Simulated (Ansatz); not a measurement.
# KI: how the settings move a single-point run

Question: which choices in the input matter for KI?

Computed with Ansatz 0.2.0 (reference: DFT, PBEsol, plane waves, PAW, unless a step's input says otherwise).

2 further runs of the same task are left out: 2 that didn't finish.

## 1. The system as given

The structure is cubic, space group Fm-3m (No. 225). The conventional cell has a = 7.089 Å, b = 7.089 Å, c = 7.089 Å, α = 90.00°, β = 90.00°, γ = 90.00°. Around K (site symmetry m-3m) lie 6 I at 3.54 Å. Around I (site symmetry m-3m) lie 6 K at 3.54 Å.

Coordinates:

```xyz
2
Lattice="0.0000 3.5446 3.5446 3.5446 0.0000 3.5446 3.5446 3.5446 0.0000" Properties=species:S:1:pos:R:3 pbc="T T T"
K     0.0000    0.0000    0.0000
I     3.5446    3.5446    3.5446
```

## 2. Reference

The input, input.yaml:

```yaml
crystal:
  lattice:
    - [0.0, 3.5445661619, 3.5445661619]
    - [3.5445661619, 0.0, 3.5445661619]
    - [3.5445661619, 3.5445661619, 0.0]
  atoms:
    - { symbol: K, position: [0.0, 0.0, 0.0] }
    - { symbol: I, position: [0.5, 0.5, 0.5] }
kpoints:
  mp_grid: { grid: [4, 4, 4] }
hamiltonian:
  xc: pbesol
scf:
  occupations: { method: fixed }
  n_extra_bands: 4
output:
  forces: true
  stress: true
  eigenvalues: true
```

Command:

```bash
ansatz run input.yaml --threads 4 --pin off --max-ram 3686MiB --backend cpu --events-out ev --progress --plain --runs-dir out
```

## 3. Changed: xc mr2scan

Edit input.yaml of step 2 so:

```diff
@@ -11,3 +11,3 @@
 hamiltonian:
-  xc: pbesol
+  xc: mr2scan
 scf:
```

## 4. Changed: ecutwfc 350

Edit input.yaml of step 2 so:

```diff
@@ -19 +19,3 @@
   eigenvalues: true
+basis:
+  ecutwfc: 350
```

## 5. Variant: occupations.method methfessel_paxton, occupations.width 0.5

Edit input.yaml of step 2 so:

```diff
@@ -13,3 +13,3 @@
 scf:
-  occupations: { method: fixed }
+  occupations: { method: methfessel_paxton, width: 0.5 }
   n_extra_bands: 4
```

## 6. Variant: occupations.method gaussian, occupations.width 0.5

Edit input.yaml of step 2 so:

```diff
@@ -13,3 +13,3 @@
 scf:
-  occupations: { method: fixed }
+  occupations: { method: gaussian, width: 0.5 }
   n_extra_bands: 4
```

## 7. Changed: ecutwfc 200

Edit input.yaml of step 2 so:

```diff
@@ -19 +19,3 @@
   eigenvalues: true
+basis:
+  ecutwfc: 200
```

## 8. Changed: mixing.ndim 2

Edit input.yaml of step 2 so:

```diff
@@ -15,2 +15,4 @@
   n_extra_bands: 4
+  mixing: { ndim: 2 }
+  max_iter: 76
 output:
```

Q: Predict the outcome of this session. Wanted: for each run, ending; energy change; pressure; gap; force.

**Answer**, as computed:

| run | ending | energy change | pressure (GPa) | gap (eV) | force (eV/Å) | cycles | time |
| --- | --- | --- | --- | --- | --- | --- | --- |
| reference | converged | 0 | -0.4 | 3.80 | 0.00 | 6 | 0.95 s |
| 1: xc mr2scan | converged | not comparable | 0.0 | 4.58 | 0.00 | 6 | 2.1 s |
| 2: ecutwfc 350 | converged | +1.7 meV/atom | -0.4 | 3.80 | 0.00 | 6 | 0.79 s |
| 3: occupations.method methfessel_paxton, occupations.width 0.5 | converged | 0.0 meV/atom (σ→0) | -0.4 | 3.80 | 0.00 | 6 | 0.96 s |
| 4: occupations.method gaussian, occupations.width 0.5 | converged | 0.0 meV/atom (σ→0) | -0.4 | 3.80 | 0.00 | 6 | 0.97 s |
| 5: ecutwfc 200 | converged | +4.89 eV/atom | 0.2 | 3.77 | 0.00 | 7 | 0.65 s |
| 6: mixing.ndim 2 | converged | 0.0 meV/atom | -0.4 | 3.80 | 0.00 | 6 | 0.95 s |

Residual by cycle in the longest SCF loop of each run; runs are numbered as in the table. The quantity is the density residual dr2, in eV.

| cycle | reference | run 1 | run 2 | run 3 | run 4 | run 5 | run 6 |
| --- | --- | --- | --- | --- | --- | --- | --- |
| 1 | 0.00179 | 0.00354 | 0.00194 | 0.00177 | 0.00177 | 0.384 | 0.00179 |
| 2 | 4.4e-4 | 3.9e-4 | 3.4e-4 | 4.5e-4 | 4.5e-4 | 0.0397 | 7.4e-4 |
| 3 | 2.3e-4 | 1.8e-5 | 1.1e-4 | 2.4e-4 | 2.4e-4 | 0.00158 | 1.6e-4 |
| 4 | 8.9e-6 | 1.4e-6 | 5.2e-6 | 9.1e-6 | 9.1e-6 | 1.5e-4 | 1.5e-5 |
| 5 | 6.8e-7 | 1.7e-7 | 3.5e-7 | 7.3e-7 | 7.3e-7 | 4.6e-6 | 3.0e-6 |
| 6 | 1.0e-8 | 2.1e-9 | 2.1e-9 | 1.2e-8 | 1.2e-8 | 6.1e-8 | 5.2e-8 |
| 7 | - | - | - | - | - | 1.6e-10 | - |

**Reading.** Runs 2 and 5 ran under the cutoff that the potentials recommend, as the log warns, so basis error is mixed into their values, and swamps them where the cutoff is far short. Of the variants the dearest is «xc mr2scan» (2.1 s), the cheapest «ecutwfc 200» (0.65 s), on a shared host. The gap of the reference lacks spin-orbit coupling, though the cell holds I.
